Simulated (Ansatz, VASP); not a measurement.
Cu in VASP and in Ansatz

```
CELL_PARAMETERS angstrom
0.00000 1.81487 1.81487
1.81487 0.00000 1.81487
1.81487 1.81487 0.00000
ATOMIC_POSITIONS crystal
Cu 0.00000 0.00000 0.00000
```

Alike in both runs: functional PBE; k mesh 20 × 20 × 20; occupations gaussian, width 0.1 eV; no spin polarisation.

Ansatz relaxed the structure, and its values are those at the end. VASP's run is a single point on that final structure, the one shown.

```csv
,VASP,Ansatz
version,VASP 6.6.1,Ansatz 0.2.0
potentials or method,"VASP PAW PBE potentials, release 64 (Cu)","scalar-relativistic, plane waves, PAW"
plane-wave cutoff (eV),520,420
valence electrons in the cell,11,19
```

```csv
,VASP,Ansatz,Ansatz less VASP
gap on the k mesh at the Fermi level (eV),none,none,-
pressure (GPa),0.6,0.0,-0.57
```

A gap of «none» marks a metal or a gap that the smearing closes. With one functional, cell and mesh, what is left measures potentials, basis and numerics. The two sets of potentials don't hold the same shells in valence.
